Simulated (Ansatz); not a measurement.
Input and command of a plane-wave DFT calculation in Ansatz:

```yaml
crystal:
  lattice:
    - [4.1358231226, 0.0, 0.0]
    - [0.0, 4.1358231226, 0.0]
    - [0.0, 0.0, 5.8492038698]
  atoms:
    - { symbol: Sn, position: [0.5, 0.0, 0.250088714] }
    - { symbol: Sn, position: [0.0, 0.5, 0.749911286] }
    - { symbol: Se, position: [0.5, 0.0, 0.7499351865] }
    - { symbol: Se, position: [0.0, 0.5, 0.2500648135] }
basis:
  ecutwfc: 420
kpoints:
  mp_grid: { grid: [6, 6, 6] }
hamiltonian:
  xc: pbe
  dispersion: d3bj
scf:
  occupations: { method: gaussian, width: 0.02 }
output:
  forces: true
  stress: true
  eigenvalues: true
relax:
  adjacent_minimum: "off"
  f_tol: 0.01
  max_steps: 30
  cell: { stress_tol: 0.1, fix: [volume] }
```

```bash
ansatz run input.yaml --threads 1 --pin off --max-ram 2560MiB --backend cpu --events-out ev --progress --plain --runs-dir out
```

Processor: Arm Neoverse V1, 1 thread, on a host shared with other jobs.

Problem. How long does it run, and how much memory does it take?

Solution. About 19 s on 1 thread of Arm Neoverse V1, on a shared host, peak memory 0.42 GiB. It solves 36 bands at 40 k points (the mesh reduced by the symmetry that the task leaves, which can be less than the crystal's) with about 1923 plane waves, in 11 SCF iterations over 2 ionic steps.
